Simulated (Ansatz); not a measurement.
## TaN in Ansatz: the effect of functional

The system is TaN.

```
Ta N
1.0
     0.00000    2.24042    2.24042
     2.24042    0.00000    2.24042
     2.24042    2.24042    0.00000
Ta N
1 1
Direct
  0.50000 0.50000 0.50000
  0.00000 0.00000 0.00000
```

The cell comes from a database or a generator and needn't be the stable form of this composition.

The cell isn't the ideal one: volume scaled by 1.04.

Alike in all runs:

```yaml
Program: Ansatz 0.2.0
Task: single point
Potentials_or_basis: Ansatz PAW
k_mesh: 10 × 10 × 10
Occupations: fermi-dirac, width 0.05 eV
Spin: no spin polarisation
```

```tsv
functional	cutoff	pressure (GPa)
LDA	420 eV (not typed: the program's choice for these potentials)	-27.8
r2SCAN	500 eV (not typed: the program's choice for these potentials)	-17.8
PBE	420 eV (not typed: the program's choice for these potentials)	?
```

What does the run with functional PBE give?

Pressure -13.0 GPa.

Caveats: the PAW data sets come from PBE, with cores solved anew for the run's functional, which leaves a small shift of forces and pressure (some runs).
